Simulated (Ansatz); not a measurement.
A B₁₃P₁₀ cell: a random packing after short dynamics, relaxed.

```
CELL_PARAMETERS angstrom
6.18998 0.19945 -0.17393
0.19059 6.99346 -0.11681
-0.16987 -0.14841 6.98333
ATOMIC_POSITIONS crystal
P 0.73128 0.59136 0.25683
P 0.72691 0.98705 0.23828
P 0.91878 0.92536 0.52436
P 0.56657 0.73020 0.87812
P 0.65429 0.10495 0.66696
P 0.40992 0.44681 0.61381
P 0.21532 0.06065 0.93956
P 0.09071 0.75462 0.95822
P 0.26862 0.33817 0.32461
P 0.73591 0.30347 0.09802
B 0.78976 0.31015 0.81163
B 0.86876 0.63686 0.51143
B 0.19024 0.48591 0.80349
B 0.80678 0.77124 0.06997
B 0.06835 0.25455 0.78270
B 0.68656 0.54652 0.69312
B 0.38265 0.17910 0.53520
B 0.47051 0.46115 0.17014
B 0.43579 0.96016 0.77052
B 0.34548 0.59159 0.99395
B 0.18767 0.05339 0.64256
B 0.94791 0.45573 0.68412
B 0.10954 0.50854 0.50758
```

All numbers below come from Ansatz, DFT PBE, scalar-relativistic, plane waves, PAW.

Settings: cutoff 420 eV, Γ-centred mesh 6×5×5 on the computed 23-atom cell, Gaussian smearing of 0.10 eV; no spin polarisation.

Describe its local order.

Counting as bonded all pairs within 1.2 times the summed covalent radii:

```json
{"atom → neighbour": "B → B", "mean count": "2.46", "mean length (Å)": "1.77", "spread (Å)": "0.07"}
{"atom → neighbour": "B → P", "mean count": "2.15", "mean length (Å)": "1.97", "spread (Å)": "0.06"}
{"atom → neighbour": "P → B", "mean count": "2.80", "mean length (Å)": "1.97", "spread (Å)": "0.06"}
{"atom → neighbour": "P → P", "mean count": "1.20", "mean length (Å)": "2.32", "spread (Å)": "0.07"}
```

Angles between all pairs of such bonds at an atom (mean ± spread): 105 ± 27° at B, 103 ± 24° at P.

Does it have a gap?

It has no gap on the mesh. Levels at Γ next to the Fermi level (eV from it): -1.85, -1.76, -1.26, -0.99, -0.17, -0.16, 0.27, 1.22, 1.39, 1.54, 1.95, 2.30. It lies 0.22 eV/atom above the elements' standard states (static lattices, no corrections for gases).

The final mesh leaves forces up to 0.19 eV/Å and stresses up to 0.1 GPa: the relaxation ran on a coarser mesh, so the cell's shape, its bonds and its energy belong partly to that mesh.

Cost: 2 runs of about 23 core-minutes in all (earlier runs that led there not counted), on Intel Xeon Processor @ 2.50GHz (Skylake/Cascade Lake) (shared hosts).